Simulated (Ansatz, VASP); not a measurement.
Two plane-wave programs on MgO

```xyz
2
Lattice="0.0000 2.1351 2.1351 2.1351 0.0000 2.1351 2.1351 2.1351 0.0000" Properties=species:S:1:pos:R:3 pbc="T T T"
Mg    0.0000    0.0000    0.0000
O     1.7109    1.7109    1.5352
```

Alike in both runs: task single point; functional PBE; k mesh 10 × 10 × 10; occupations gaussian, width 0.05 eV; no spin polarisation.

|  | VASP | Ansatz |
| --- | --- | --- |
| version | VASP 6.6.1 | Ansatz 0.2.0 |
| potentials or method | VASP PAW PBE potentials, release 64 (Mg, O) | scalar-relativistic, plane waves, PAW |
| plane-wave cutoff (eV) | 520 | 420 |
| valence electrons in the cell | 8 | 16 |

```tsv
	VASP	Ansatz	Ansatz less VASP
gap on the k mesh at the Fermi level (eV)	3.71	3.71	+0.008
least direct gap on the mesh (eV)	3.71	3.71	+0.008
rms of the force components (eV/Å)	3.179	3.070	-0.1092
```

Atom by atom the forces differ by 0.110 eV/Å (rms over components). The two sets of potentials don't hold the same shells in valence.

Caveats: forces of over 1 eV/Å show positions far from the minimum, so gaps and moduli don't describe the material at rest.
